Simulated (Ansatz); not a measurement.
Crystal: YN.

```xyz
2
Lattice="0.0000 2.4385 2.4385 2.4385 0.0000 2.4385 2.4385 2.4385 0.0000" Properties=species:S:1:pos:R:3 pbc="T T T"
Y     0.0000    0.0000    0.0000
N     2.4385    2.4385    2.4385
```

Base run:

- Program: Ansatz 0.2.0
- Functional: PBE
- Potentials or basis: Ansatz PAW
- Cutoff: 420 eV
- Density cutoff: 1680 eV
- k mesh: 9 × 9 × 9
- Occupations: gaussian, width 0.1 eV
- Spin: no spin polarisation

Its results: band gap on the k mesh 0.24 eV, indirect (least direct gap 0.64 eV); pressure 3.0 GPa.

Q: After a change of settings the same cell gave: band gap on the k mesh 0.62 eV, indirect (least direct gap 1.03 eV); pressure 2.0 GPa. Which change was it?
A. functional from PBE to LDA; occupations from gaussian, width 0.1 eV to gaussian, width 0.02 eV
B. functional from PBE to r2SCAN; cutoff from 420 eV to 500 eV; density cutoff from 1680 eV to 2000 eV; occupations from gaussian, width 0.1 eV to fixed
C. occupations from gaussian, width 0.1 eV to gaussian, width 0.02 eV
D. functional from PBE to PBEsol; occupations from gaussian, width 0.1 eV to fermi-dirac, width 0.05 eV

A: B.

Caveats: odd divisions of the mesh miss points on the zone boundary, where band edges often lie, so the gap on the mesh can be too wide; the PAW data sets come from PBE, with cores solved anew for the run's functional, which leaves a small shift of forces and pressure (some runs).

Not every run made on this cell is shown here.
